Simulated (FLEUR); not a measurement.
Crystal: GaN.

```
Ga N
1.0
     0.00000    2.25350    2.25350
     2.25350    0.00000    2.25350
     2.25350    2.25350    0.00000
Ga N
1 1
Direct
  0.00000 0.00000 0.00000
  0.25000 0.25000 0.25000
```

The cell is a database's computed one.

Base run:

```yaml
Program: FLEUR MaX-R8.1 (later development tree)
Functional: AM05
Potentials_or_basis: all-electron
Basis: FLAPW
Kmax: 5.05 1/bohr
k_mesh: 10 × 10 × 10
Occupations: fermi-dirac, width 0.05 eV
Spin: no spin polarisation
```

Its results: band gap on the k mesh 1.77 eV, direct.

Question: After a change of settings the same cell gave: band gap on the k mesh 1.83 eV, direct. Which change was it?
A. functional from AM05 to BLYP
B. functional from AM05 to r2SCAN
C. functional from AM05 to SCAN

Answer: A.

Not every run made on this cell is shown here.
